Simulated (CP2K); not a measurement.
Runs of CP2K 2026.2 on TiC. Symmetry: Fm-3m, No. 225, cubic system. Conventional cell: a = 4.331 Å, b = 4.331 Å, c = 4.331 Å, α = 90.00°, β = 90.00°, γ = 90.00°. Ti (site symmetry m-3m) has 6 C at 2.17 Å as nearest neighbours. Around C (site symmetry m-3m) lie 6 Ti at 2.17 Å. The cell is a database's computed one.

```tsv
level	cutoff of the non-local correlation (Ry)	gap on the mesh (eV)	pressure (GPa)
vdW-DF-cx	300	none	(b)
revPBE	-	none	3.3
TASK	-	none	(a)
PW91	-	none	0.8
PBEsol	-	none	-5.4
LDA	-	none	-9.4
```

Alike in all rows: task atomic charges; potentials or basis POTENTIAL_UZH Ti GTH-PBE-q12, C GTH-PBE-q4; TZVP-MOLOPT-PBE-GTH basis; no spin polarisation; cell as given; k mesh 11 × 11 × 11; smearing fermi-dirac 0.05 eV.

Fill in the values left out.

(a) 8.9; (b) -3.8.

Caveats: the potentials were made for another functional, which shifts forces and pressure; the basis of atomic orbitals isn't converged, which shifts pressures, moduli and gaps.

A gap of «none» marks a metal or a gap under the smearing width.

Runs at the PBE level aren't shown here.
